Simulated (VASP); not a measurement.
Wanted: the native input for a VASP 6.6.1 run.

* Task: density of states
* Functional: optB86b-vdW
* Potentials or basis: VASP PAW PBE potentials, release 64 (Pb_d, O_s)
* Cutoff: 400 eV
* k mesh: 6 × 6 × 8
* Occupations: fermi-dirac, width 0.05 eV
* Spin: no spin polarisation
* k mesh for the DOS: 9 × 9 × 12
* Occupations for the DOS: tetrahedron
* Further INCAR settings: ALGO = Normal; EDIFF = 1e-06; NBANDS = 35

The system is PbO2.

```xyz
6
Lattice="4.9950 0.0000 0.0000 0.0000 4.9950 0.0000 0.0000 0.0000 3.4090" Properties=species:S:1:pos:R:3 pbc="T T T"
Pb    2.4975    2.4975    1.7045
Pb    0.0000    0.0000    0.0000
O     3.4594    3.4594    0.0000
O     4.0331    0.9619    1.7045
O     0.9619    4.0331    1.7045
O     1.5356    1.5356    0.0000
```

The cell is a database's computed one.

One way to write it, as run:

POSCAR

```
PbO2
1.0
    4.9949598700      0.0000000000      0.0000000000
    0.0000000000      4.9949598700      0.0000000000
    0.0000000000      0.0000000000      3.4090009600
Pb O
2 4
Direct
    0.5000000000      0.5000000000      0.5000000000
    0.0000000000      0.0000000000      0.0000000000
    0.6925710400      0.6925710400      0.0000000000
    0.8074289600      0.1925710400      0.5000000000
    0.1925710400      0.8074289600      0.5000000000
    0.3074289600      0.3074289600      0.0000000000
```

INCAR.step1

```
SYSTEM = PbO2
PREC = Accurate
ENCUT = 400
EDIFF = 1E-6
ISMEAR = -1
SIGMA = 0.05
LREAL = .FALSE.
LASPH = .TRUE.
NELM = 100
ALGO = Normal
ISIF = 2
LWAVE = .FALSE.
LCHARG = .TRUE.
GGA = MK
LUSE_VDW = .TRUE.
AGGAC = 0.0
PARAM1 = 0.1234
PARAM2 = 1.0
NBANDS = 35
```

KPOINTS.step1

```
regular mesh
0
G
  6 6 8
  0 0 0
```

INCAR.step2

```
SYSTEM = PbO2
PREC = Accurate
ENCUT = 400
EDIFF = 1E-6
ISMEAR = -5
SIGMA = 0.05
LREAL = .FALSE.
LASPH = .TRUE.
NELM = 100
ALGO = Normal
ISIF = 2
LWAVE = .FALSE.
LCHARG = .FALSE.
GGA = MK
LUSE_VDW = .TRUE.
AGGAC = 0.0
PARAM1 = 0.1234
PARAM2 = 1.0
LORBIT = 11
NBANDS = 35
NEDOS = 2001
ICHARG = 11
```

KPOINTS.step2

```
regular mesh
0
G
  9 9 12
  0 0 0
```

Potentials or basis: VASP PAW PBE potentials, release 64 (Pb_d, O_s).

Launch:

```console
$ cat potpaw_PBE.64/Pb_d/POTCAR potpaw_PBE.64/O_s/POTCAR > POTCAR
$ cp INCAR.step1 INCAR
$ cp KPOINTS.step1 KPOINTS
$ mpirun -np 1 vasp_std > vasp.out
$ cp INCAR.step2 INCAR
$ cp KPOINTS.step2 KPOINTS
$ mpirun -np 1 vasp_std > vasp.out
```

It gave:

```json
{
  "Valence electrons inside the program's atomic spheres": "Pb 11.84; O 5.85"
}
```

Run time: 8.2 min on 1 thread of AMD EPYC 7571, with other jobs on the host, peak memory 0.44 GiB.
